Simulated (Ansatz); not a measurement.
# TiN: phonons and Grüneisen parameters, part 2 of 2

Aim: phonons by finite displacements on a 2×2×2 mesh of wavevectors, at three volumes, and the mode Grüneisen parameters. Runs: cell and atoms relaxed (PAW); reference run (PAW); volume scaled by 0.980 (PAW); volume scaled by 1.020 (PAW); mode Grüneisen parameters (PAW).

Ansatz 0.2.0; DFT LDA.

## 5. Volume scaled by 0.980, PAW

File input.yaml:

```yaml
crystal:
  lattice:
    - [0.0, 2.07209132028, 2.07209132028]
    - [2.07209132028, 0.0, 2.07209132028]
    - [2.07209132028, 2.07209132028, 0.0]
  atoms:
    - { symbol: Ti, position: [0.0, 0.0, 0.0] }
    - { symbol: "N", position: [0.5, 0.5, 0.5] }
kpoints:
  mp_grid: { grid: [14, 14, 14] }
scf:
  occupations: { method: fermi_dirac, width: 0.1 }
hamiltonian:
  xc: lda
  pseudopotentials: { kind: paw }
phonons:
  qmesh: [2, 2, 2]
  qpath:
    path:
      - [0.0, 0.0, 0.0]
      - [0.5, 0.0, 0.5]
      - [0.625, 0.25, 0.625]
      - [0.375, 0.375, 0.75]
      - [0.0, 0.0, 0.0]
      - [0.5, 0.5, 0.5]
      - [0.5, 0.25, 0.75]
      - [0.5, 0.0, 0.5]
    npoints: 6
  temperatures: { t_min: 0, t_max: 1000, t_step: 100 }
```

Command:

```bash
ansatz run input.yaml --threads 2 --pin off --max-ram 5120MiB --backend cpu --events-out ev --progress --plain --runs-dir out
```

The log of the run (excerpt; [...] marks lines left out):

```text
[...]
Pseudopotentials: kind: paw
Pseudopotential: Ti, paw, valence charge 12, recommended cutoff 420 eV (normal), Ti.paw.azcp
Pseudopotential: N, paw, valence charge 5, recommended cutoff 420 eV (normal), N.paw.azcp
Functional definition: SPW92
[...]
Crystal: 4 atoms, lattice volume = 35.587 Å³
Basis set: ecut = 420 eV, 675 PW (Γ), FFT grids on a1, a2, −a2+a3
Bands: 25, of which v1, the nominal top of the filled ones, is band 17 counted from 1 (16 counted from 0)
Symmetry: 24 space group operations
k-points: 144 of 1372
[...]
SCF iter   1: F=—  HF=-5656.398509 eV  |F-HF|=—  |Δ(HF+E_count)|=         —  Δρ=7.36e-8  dr2=7.00e-13  ethr=1.84e-12  ⟨swp⟩=7.0  Hψ=13948  notcnv=0
[...]
phonons: the bands overlap, so this run is a metal and interpolates without the dipole-dipole term. If the crystal is really an insulator or semiconductor, its LO-TO splitting is missing
[...]
  symmetry images taken by strict's conditions (phonons.symmetry_images: auto; settled by no image being taken that strict refuses)
  q = [0.0000, 0.0000, 0.0000] (star 1, supercell 1; hermiticity 0.00e0, symmetrization 9.75e-7): -0.00 -0.00 0.00 573.29 573.29 573.29
  q = [0.0000, 0.0000, -0.5000] (star 4, supercell 1; hermiticity 1.01e-16, symmetrization 4.47e-16): 216.32 216.32 281.96 582.82 582.82 638.82
  q = [0.0000, -0.5000, -0.5000] (star 3, supercell 2; hermiticity 1.48e-16, symmetrization 4.20e-16): 276.27 276.27 330.76 578.15 578.15 598.36
  joined force constants: q→R imaginary residual 2.60e-17
  density of states and harmonic sums: on the 26×26×26 q-mesh, interpolated from the force constants of a 2×2×2 supercell (no non-analytic term)
  largest difference from the sums on the solved wave vectors: F 5.18e-2 eV, S 8.41e-5 and C_V 3.23e-5 eV/K
[...]
```

It took 49 s on 2 threads of Arm Neoverse V2, shared host; peak memory 0.63 GiB.

Wavenumbers in cm⁻¹ (negative: unstable):

| q | modes |
| --- | --- |
| Γ | 0.0 0.0 0.0 573.3 573.3 573.3 |
| L | 216.3 216.3 282.0 582.8 582.8 638.8 |
| X | 276.3 276.3 330.8 578.1 578.1 598.4 |

## 6. Volume scaled by 1.020, PAW

input.yaml: that of step 5 with these lines changed.

```diff
@@ -2,5 +2,5 @@
   lattice:
-    - [0.0, 2.07209132028, 2.07209132028]
-    - [2.07209132028, 0.0, 2.07209132028]
-    - [2.07209132028, 2.07209132028, 0.0]
+    - [0.0, 2.09990794585, 2.09990794585]
+    - [2.09990794585, 0.0, 2.09990794585]
+    - [2.09990794585, 2.09990794585, 0.0]
   atoms:
```

Command:

```bash
ansatz run input.yaml --threads 2 --pin off --max-ram 5120MiB --backend cpu --events-out ev --progress --plain --runs-dir out
```

The log of the run (excerpt; [...] marks lines left out):

```text
[...]
[... 4 set-up lines as earlier in the session ...]
[...]
Crystal: 4 atoms, lattice volume = 37.039 Å³
Basis set: ecut = 420 eV, 707 PW (Γ), FFT grids on a1, a2, −a2+a3
Bands: 25, of which v1, the nominal top of the filled ones, is band 17 counted from 1 (16 counted from 0)
[... 1 set-up line as earlier in the session ...]
k-points: 144 of 1372
[...]
SCF iter   1: F=—  HF=-5656.399485 eV  |F-HF|=—  |Δ(HF+E_count)|=         —  Δρ=7.36e-8  dr2=9.11e-13  ethr=1.84e-12  ⟨swp⟩=6.9  Hψ=13861  notcnv=0
[...]
phonons: the bands overlap, so this run is a metal and interpolates without the dipole-dipole term. If the crystal is really an insulator or semiconductor, its LO-TO splitting is missing
[...]
  symmetry images taken by strict's conditions (phonons.symmetry_images: auto; settled by no image being taken that strict refuses)
  q = [0.0000, 0.0000, 0.0000] (star 1, supercell 1; hermiticity 0.00e0, symmetrization 1.07e-6): -0.00 0.00 0.00 528.25 528.25 528.25
  q = [0.0000, 0.0000, -0.5000] (star 4, supercell 1; hermiticity 9.88e-17, symmetrization 5.16e-16): 191.09 191.09 258.80 545.18 545.18 602.88
  q = [0.0000, -0.5000, -0.5000] (star 3, supercell 2; hermiticity 1.42e-16, symmetrization 4.97e-16): 265.34 265.34 310.77 535.24 535.24 559.12
  joined force constants: q→R imaginary residual 2.20e-17
  density of states and harmonic sums: on the 26×26×26 q-mesh, interpolated from the force constants of a 2×2×2 supercell (no non-analytic term)
  largest difference from the sums on the solved wave vectors: F 5.21e-2 eV, S 8.45e-5 and C_V 3.23e-5 eV/K
[...]
```

Run time: 55 s. Hardware: 2 threads of Arm Neoverse V2, shared host; peak memory 0.64 GiB.

Wavenumbers in cm⁻¹ (negative: unstable):

| q | modes |
| --- | --- |
| Γ | 0.0 0.0 0.0 528.2 528.2 528.2 |
| L | 191.1 191.1 258.8 545.2 545.2 602.9 |
| X | 265.3 265.3 310.8 535.2 535.2 559.1 |

## 7. Mode Grüneisen parameters, PAW

These follow from the three phonon runs above, mode by mode: γ = −d ln ω / d ln V.

| q | wavenumber (cm⁻¹) | γ |
| --- | --- | --- |
| Γ | 550.5 ×3 | 2.05 |
| L | 203.7 ×2 | 3.10 |
| L | 270.2 | 2.14 |
| L | 563.7 ×2 | 1.67 |
| L | 620.5 | 1.45 |
| X | 270.9 ×2 | 1.01 |
| X | 321.1 | 1.55 |
| X | 556.4 ×2 | 1.93 |
| X | 578.2 | 1.70 |

## 8. Side by side

| run | volume (Å³/atom) | lowest on the mesh (cm⁻¹) | highest on the mesh, without the LO shift (cm⁻¹) | zero-point energy (meV/atom) |
| --- | --- | --- | --- | --- |
| reference run, PAW | 9.078 | 0.0 | 620.5 | 75.1 |
| volume scaled by 0.980, PAW | 8.897 | 0.0 | 638.8 | 77.9 |
| volume scaled by 1.020, PAW | 9.260 | 0.0 | 602.9 | 72.5 |

Optical modes at Γ (point group m-3m), without the LO shift:

| cm⁻¹ | modes | symmetry | active in | moves most |
| --- | --- | --- | --- | --- |
| 550.5 | 3 | T1u | infrared | N |

## 9. What came out

What follows sums up all 2 parts.

```
                                            quantity           value
highest mode on the mesh, without the LO shift (PAW)        621 cm⁻¹
                                  optical modes at Γ  551 (T1u) cm⁻¹
             mean Grüneisen parameter at 300 K (PAW)            1.97
```

In words: No mode on the mesh is unstable; the highest lies at 621 cm⁻¹ by PAW. Weighted by heat capacity at 300 K the mean Grüneisen parameter of the sampled modes is 1.97, which points to expansion on heating. Each set of modes is computed in the harmonic approximation. Cautions: frozen-core PAW files fitted under PBE, their cores solved anew for the functional of the run; responses of metals move with mesh and smearing.
